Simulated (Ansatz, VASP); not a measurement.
**CoSi: VASP beside Ansatz**

File INCAR:

```
PREC = Accurate ; ENCUT = 600
EDIFF = 1E-6 ; ISMEAR = -1
SIGMA = 0.1 ; LREAL = False
LASPH = True ; NELM = 100
ALGO = Normal ; ISIF = 3
LWAVE = False ; LCHARG = False
GGA = PE ; IBRION = 2
NSW = 60 ; EDIFFG = -0.005
```

The input KPOINTS:

```
Automatic mesh
0
Gamma
  15 15 15
```

Contents of POSCAR:

```
CoSi
1.0
    0.0000000000      2.2923918786      2.2923918786
    2.2923918786      0.0000000000      2.2923918786
    2.2923918786      2.2923918786      0.0000000000
Co Si
1 1
Direct
    0.0000000000      0.0000000000      0.0000000000
    0.5000000000      0.5000000000      0.5000000000
```

Input for Ansatz:

```yaml
crystal:
  lattice:
    - [0.0, 2.2923918786, 2.2923918786]
    - [2.2923918786, 0.0, 2.2923918786]
    - [2.2923918786, 2.2923918786, 0.0]
  atoms:
    - { symbol: Co, position: [0.0, 0.0, 0.0] }
    - { symbol: Si, position: [0.5, 0.5, 0.5] }
kpoints:
  mp_grid: { grid: [15, 15, 15] }
scf:
  occupations: { method: fermi_dirac, width: 0.1 }
hamiltonian:
  xc: pbe
  pseudopotentials: { kind: paw }
output:
  forces: true
  stress: true
relax:
  f_tol: 0.005
  max_steps: 40
  cell: {}
```

Alike in both runs: task relaxation of cell and atoms; functional PBE; k mesh 15 × 15 × 15; occupations fermi-dirac, width 0.1 eV; no spin polarisation.

```csv
,VASP,Ansatz
version,VASP 6.6.1,Ansatz 0.2.0
potentials or method,"VASP PAW PBE potentials, release 64 (Co, Si)","PAW with Ansatz's default frozen-core files, scalar-relativistic"
plane-wave cutoff (eV),600,420
valence electrons in the cell,13,21
```

```tsv
	VASP	Ansatz	Ansatz less VASP
relaxed volume (Å³/atom)	12.68	12.69	+0.006
relaxed cell length with the largest relative difference (Å)	3.298	3.298	+0.0005
energy change over the relaxation (meV/atom)	-17	-18	-0.2
```

The two sets of potentials don't hold the same shells in valence.

Spin polarisation is off, so any magnetic state and its effect on volume and gap are missing.
